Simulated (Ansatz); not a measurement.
Runs of Ansatz 0.2.0 on HfB2. The structure is hexagonal, space group P6/mmm (No. 191). Conventional cell: a = 3.140 Å, b = 3.140 Å, c = 3.480 Å, α = 90.00°, β = 90.00°, γ = 120.00°. Around Hf (site symmetry 6/mmm) lie 12 B at 2.51 Å. B (site symmetry -6m2) has 3 B at 1.81 Å as nearest neighbours. 

```csv
level,U,hubbard projectors,double counting,gap on the mesh (eV),pressure (GPa)
PBEsol+U,Hf d U = 8 eV,ortho-atomic (the default),fll (the default),none,(b)
PBEsol,-,-,-,none,-4.3
PBEsol+U,Hf d U = 4 eV,ortho-atomic (the default),fll (the default),none,(a)
PBEsol+U,Hf d U = 1 eV,ortho-atomic (the default),fll (the default),none,-3.4
PBEsol+U,Hf d U = 6 eV,ortho-atomic (the default),fll (the default),none,2.1
```

Alike in all rows: task projected density of states; potentials or basis Ansatz PAW; no spin polarisation; cell as given; k mesh 10 × 10 × 8; cutoff (eV) 420; smearing fermi-dirac 0.05 eV.

**Question.** Fill in the values left out.

**Answer.** (a) -0.3; (b) 4.7.

Caveats: the PAW data sets come from PBE, with cores solved anew for the run's functional, which leaves a small shift of forces and pressure; U without spin polarisation on a metal has little footing (some runs); the U is typed as a test and isn't derived for this compound (some runs).

A k mesh can miss the band edges, and the runs leave out spin-orbit coupling on Hf.

A gap of «none» marks a metal or a gap under the smearing width.
